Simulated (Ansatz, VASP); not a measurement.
## One calculation of C, two programs

INCAR

```
PREC = Accurate
ENCUT = 520
EDIFF = 1E-7
ISMEAR = -1
SIGMA = 0.05
LREAL = F
LASPH = T
NELM = 80
ALGO = Normal
ISIF = 2
LWAVE = F
LCHARG = F
GGA = PE
NBANDS = 16
```

The input KPOINTS:

```
Automatic mesh
0
Gamma
  12 12 2
```

The input POSCAR:

```
C
1.0
    2.5044010599      0.0000000000      0.0000000000
   -1.2522005300      2.1688749392      0.0000000000
    0.0000000000      0.0000000000     24.6072952438
C
4
Direct
    0.6666666667      0.3333333333      0.5704754400
    0.3333333333      0.6666666667      0.4295245600
    0.0000000000      0.0000000000      0.4295312300
    0.0000000000      0.0000000000      0.5704687700
```

Contents of input.yaml:

```yaml
crystal:
  lattice:
    - [2.5044010599, 0.0, 0.0]
    - [-1.25220053, 2.1688749392, 0.0]
    - [0.0, 0.0, 24.6072952438]
  atoms:
    - { symbol: C, position: [0.6666666667, 0.3333333333, 0.57047544] }
    - { symbol: C, position: [0.3333333333, 0.6666666667, 0.42952456] }
    - { symbol: C, position: [0.0, 0.0, 0.42953123] }
    - { symbol: C, position: [0.0, 0.0, 0.57046877] }
hamiltonian:
  xc: pbe
  pseudopotentials: { kind: paw }
kpoints:
  mp_grid: { grid: [12, 12, 2] }
scf:
  occupations: { method: fermi_dirac, width: 0.05 }
output:
  forces: true
  stress: true
  eigenvalues: true
  write_density: true
  write_potential: true
  elf: true
  volumetric_format: npy
```

Change from the starting cell: volume scaled by 1.06.

Alike in both runs: task single point; functional PBE; k mesh 12 × 12 × 2; occupations fermi-dirac, width 0.05 eV; no spin polarisation.

|  | VASP | Ansatz |
| --- | --- | --- |
| version | VASP 6.6.1 | Ansatz 0.2.0 |
| potentials or method | VASP PAW PBE potentials, release 64 (C) | Ansatz PAW |
| plane-wave cutoff (eV) | 520 | 420 |
| valence electrons in the cell | 16 | 16 |

|  | VASP | Ansatz | Ansatz less VASP |
| --- | --- | --- | --- |
| gap on the k mesh at the Fermi level (eV) | none | none | - |
| rms of the force components (eV/Å) | 0.022 | 0.022 | +0.0001 |

Atom by atom the forces differ by 0.000 eV/Å (rms over components). A gap of «none» marks a metal or a gap that the smearing closes.
